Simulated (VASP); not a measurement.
The system is AgCl.

```
Ag Cl
1.0
     0.00000    2.80534    2.80534
     2.80534    0.00000    2.80534
     2.80534    2.80534    0.00000
Ag Cl
1 1
Direct
  0.00000 0.00000 0.00000
  0.50000 0.50000 0.50000
```

Base run:

```yaml
Program: VASP 6.6.1
Functional: PBE
Potentials_or_basis: VASP PAW PBE potentials, release 64 (Ag, Cl)
Cutoff: 520 eV
k_mesh: 8 × 8 × 8
Occupations: gaussian, width 0.02 eV
Spin: no spin polarisation
```

Its results: band gap on the k mesh 0.92 eV, indirect (least direct gap 3.08 eV); pressure -0.1 GPa.

Problem. The run is repeated on the same cell with these changes: functional from PBE to r2SCAN. What comes out?

Solution. Band gap on the k mesh 1.43 eV, indirect (least direct gap 3.59 eV); pressure -1.7 GPa.

r2SCAN gives the wider gap, since meta-GGAs in the generalised Kohn-Sham scheme recover part of the derivative discontinuity.

Caveats: the PAW data sets were made with another functional, which shifts forces and pressure a little (some runs).

A k mesh can miss the band edges.

Not every run made on this cell is shown here.
